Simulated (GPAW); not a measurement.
The system is As.

```
CELL_PARAMETERS angstrom
1.88080 1.08588 3.51406
-1.88080 1.08588 3.51406
0.00000 -2.17176 3.51406
ATOMIC_POSITIONS crystal
As 0.22600 0.22600 0.22600
As 0.77400 0.77400 0.77400
```

```yaml
Program: GPAW 26.7.0
Task: relaxation of cell and atoms
Functional: AM05
Potentials_or_basis: PAW data sets generated in the run's folder for this functional
Cutoff: 600 eV
Basis: pw
k_mesh: 6 × 6 × 6
Occupations: fermi-dirac, width 0.05 eV
Spin: no spin polarisation
```

At the start: pressure 0.3 GPa; volume 21.53 Å³/atom.

Task: How do energy, volume and symmetry change on relaxing?

Result: Over 10 steps the energy falls by 5.3 meV/atom and the volume is 21.06 Å³/atom (-2.2 %); space group R-3m (No. 166, to 0.05 Å).

The path:
```csv
step,energy change (eV),largest force (eV/Å),pressure (GPa),volume (Å³)
1,0.0000,0.2675,0.33,43.06
2,-0.0020,0.1934,0.04,43.10
3,-0.0050,0.0001,-0.63,43.13
4,-0.0057,0.0330,-0.68,43.06
5,-0.0084,0.1109,-0.51,42.54
6,-0.0095,0.0978,-0.13,42.17
7,-0.0101,0.0481,0.17,42.01
8,-0.0103,0.0085,0.26,42.01
9,-0.0104,0.0100,0.23,42.05
10,-0.0106,0.0156,0.11,42.12
```

Final structure:
```
As
1.0
     1.88973    1.09104    3.40457
    -1.88973    1.09104    3.40457
     0.00000   -2.18207    3.40457
As
2
Direct
  0.22865 0.22865 0.22865
  0.77135 0.77135 0.77135
```

Caveat: later steps reuse the first step's grids.
